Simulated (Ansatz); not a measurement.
Runs of Ansatz 0.2.0 on Si2Ni. The structure is cubic, space group Fm-3m (No. 225). The conventional cell has a = 5.406 Å, b = 5.406 Å, c = 5.406 Å, α = 90.00°, β = 90.00°, γ = 90.00°. Ni (site symmetry m-3m) is surrounded by 8 Si at 2.34 Å. Around Si (site symmetry -43m) lie 4 Ni at 2.34 Å. 

| task | level | U | cell | cutoff (eV) | smearing | hubbard projectors | double counting | points for each segment of the path | gap on the mesh (eV) | pressure (GPa) | moment (μB) | relaxed volume (Å³/atom) |
| --- | --- | --- | --- | --- | --- | --- | --- | --- | --- | --- | --- | --- |
| relaxation of cell and atoms | PBE+D3(BJ) | - | relaxed | 420 | fermi-dirac 0.05 eV | - | - | - | - | 0.0 | 0.00 | 13.02 |
| single point | PBE | - | as given | 420 | gaussian 0.02 eV | - | - | - | none | 4.0 | 0.00 | - |
| single point | PBE | - | as given | 420 | gaussian 0.016 eV | - | - | - | none | 4.0 | 0.00 | - |
| relaxation of cell and atoms | PBE+U | Ni d U = 8 eV | relaxed | 420 | fermi-dirac 0.05 eV | ortho-atomic (the default) | fll (the default) | - | none | 0.0 | 0.00 | 13.47 |
| relaxation of cell and atoms | PBE+U | Ni d U = 6 eV | relaxed | 420 | fermi-dirac 0.05 eV | ortho-atomic (the default) | fll (the default) | - | none | 0.0 | 0.00 | 13.47 |
| band structure | BLYP | - | as given | 420 | fermi-dirac 0.05 eV | - | - | 14 | none | 11.1 | 0.00 | - |
| projected density of states | PBEsol+U | Ni d U = 1 eV | as given | 420 | fermi-dirac 0.05 eV | ortho-atomic (the default) | fll (the default) | - | none | (a) | 0.00 | - |

Alike in all rows: potentials or basis Ansatz PAW; spin collinear, ferromagnetic start; k mesh 9 × 9 × 9.

Fill in the values left out.

(a) -1.0.

Caveats: the plane-wave basis is chosen anew once the cell has moved, so the energies of steps on either side of that aren't comparable (some runs); the magnetic or orbital state may not be the lowest (some runs); the U is typed as a test and isn't derived for this compound (some runs); the PAW data sets come from PBE, with cores solved anew for the run's functional, which leaves a small shift of forces and pressure (some runs); the potentials were made for another functional, which shifts forces and pressure (some runs); the density of states is complete only up to the lowest level of the last band computed (some runs).

A k mesh can miss the band edges.

A gap of «none» marks a metal or a gap under the smearing width.

Not every run made on this cell is shown here.
